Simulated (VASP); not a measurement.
Write the native input for VASP 6.6.1 that does the following.

* Task: relaxation of cell and atoms
* Functional: r2SCAN
* Potentials or basis: VASP PAW PBE potentials, release 64 (B, N)
* Cutoff: 600 eV
* k mesh: 14 × 14 × 14
* Occupations: gaussian, width 0.03 eV
* Spin: no spin polarisation
* Further INCAR settings: ALGO = Normal; EDIFF = 1e-07; IBRION = 2; EDIFFG = -0.005; NSW = 90; ISIF = 3

The structure of BN (Qingsongite) lies in POSCAR:

```
BN                                      
1.0
    0.0000000000      1.8066401993      1.8066401993
    1.8066401993      0.0000000000      1.8066401993
    1.8066401993      1.8066401993      0.0000000000
  B               N             
     1     1
Direct
     0.0000000000000000    0.0000000000000000    0.0000000000000000
     0.2500000000000000    0.2500000000000000    0.2500000000000000
```

The input as run:

INCAR

```
SYSTEM = BN
PREC = Accurate ; ENCUT = 600
EDIFF = 1E-7 ; ISMEAR = 0
SIGMA = 0.03 ; LREAL = .False.
LASPH = .True. ; NELM = 80
ALGO = Normal ; ISIF = 3
LWAVE = .False. ; LCHARG = .False.
METAGGA = R2SCAN ; LMIXTAU = .True.
IBRION = 2 ; NSW = 90
EDIFFG = -0.005
```

KPOINTS

```
regular mesh
0
Gamma
  14 14 14
  0 0 0
```

Potentials or basis: VASP PAW PBE potentials, release 64 (B, N).

Launch:

```sh
$ cat potpaw_PBE.64/B/POTCAR potpaw_PBE.64/N/POTCAR > POTCAR
$ mpirun -np 1 vasp_std > vasp.out
```

It gave:

```
Pressure after relaxing : 0.0 GPa
Band gap on the k mesh  : 4.98 eV, indirect (least direct gap 9.53 eV)
```

Caveat: the relaxation stopped at its first step, so nothing moved; the PAW data sets were made with another functional, which shifts forces and pressure a little.

It took 24 s on 1 thread of Intel(R) Xeon(R) 6975P-C (Granite Rapids), on a shared host, peak memory 0.12 GiB.
